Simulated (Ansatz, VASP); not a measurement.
# One calculation of Cu, two programs

INCAR

```
SYSTEM = Cu
ALGO = Normal
EDIFF = 1E-6
ENCUT = 520
GGA = CA
ISIF = 2
ISMEAR = -1
LASPH = .True.
LCHARG = .False.
LREAL = .False.
LWAVE = .False.
NBANDS = 18
NELM = 100
PREC = Accurate
SIGMA = 0.08
```

KPOINTS

```
k-points
0
Gamma
  15 15 15
  0 0 0
```

Contents of POSCAR:

```
Cu
1.0
    0.0000000000      2.3898124183      2.3898124183
    2.3898124183      0.0000000000      2.3898124183
    2.3898124183      2.3898124183      0.0000000000
Cu
2
Direct
   -0.1250000000     -0.1250000000     -0.1250000000
    0.1250000000      0.1250000000      0.1250000000
```

Input for Ansatz:

```yaml
crystal:
  lattice:
    - [0.0, 2.3898124183, 2.3898124183]
    - [2.3898124183, 0.0, 2.3898124183]
    - [2.3898124183, 2.3898124183, 0.0]
  atoms:
    - { symbol: Cu, position: [-0.125, -0.125, -0.125] }
    - { symbol: Cu, position: [0.125, 0.125, 0.125] }
kpoints:
  mp_grid: { grid: [15, 15, 15] }
scf:
  occupations: { method: fermi_dirac, width: 0.08 }
hamiltonian:
  xc: lda
  pseudopotentials: { kind: all_electron, lapw: { basis_error: 0.001 } }
output:
  forces: true
  stress: true
  eigenvalues: true
  populations: true
```

Change from the starting cell: volume scaled by 0.8, LAPW.

Alike in both runs: task single point; functional LDA; k mesh 15 × 15 × 15; occupations fermi-dirac, width 0.08 eV; no spin polarisation.

```csv
,VASP,Ansatz
version,VASP 6.6.1,Ansatz 0.2.0
potentials or method,"VASP PAW LDA potentials, release 64 (Cu)","all-electron LAPW, scalar-relativistic"
plane-wave cutoff (eV),520,see its input
```

Ansatz gave:

```
pressure (GPa) : 30.5
```

Question: Estimate VASP's values.

Answer: Pressure (GPa): 30.6.

Ansatz ran all-electron here, so the differences hold the error of VASP's frozen core and of both bases.

Caveats: so large a pressure means that the cell lies far from this level's equilibrium, or that cutoff or potentials fall short (VASP).
